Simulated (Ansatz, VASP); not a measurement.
## Os: 3 runs at one level of theory

The starting cell:

```
CELL_PARAMETERS angstrom
2.73410 0.00000 0.00000
-1.36705 2.36780 0.00000
0.00000 0.00000 4.31970
ATOMIC_POSITIONS crystal
Os 0.66667 0.33333 0.75000
Os 0.33333 0.66667 0.25000
```

Alike in all runs: task relaxation of cell and atoms; functional RPBE; k mesh 11 × 11 × 6; occupations fermi-dirac, width 0.05 eV; no spin polarisation; no spin-orbit coupling.

```
                        program and potentials  plane-wave cutoff (eV)                                                                                          notes  equilibrium volume (Å³/atom)
                            Ansatz, Ansatz PAW                     420  potentials made for PBE, which Ansatz adapts in part; 16 valence electrons an atom on average                         14.43
                VASP, PBE PAW files Os, 600 eV                     600                                potentials made for PBE; 8 valence electrons an atom on average                         14.42
Ansatz, all-electron LAPW, scalar-relativistic                       -                                                                                              -                         14.43
```

The equilibrium volume spans 14.42 (VASP, PBE PAW files Os, 600 eV) to 14.43 Å³/atom (Ansatz, Ansatz PAW), with all-electron results at 14.43. Some sets were made for another functional than the one run, which can shift their rows. Relaxations stop with a little pressure left, so the last digit of a volume isn't settled.

The functional is the same throughout but for its coding, so the spread measures potentials, basis and numerics; runs on potential files found faulty are left out.
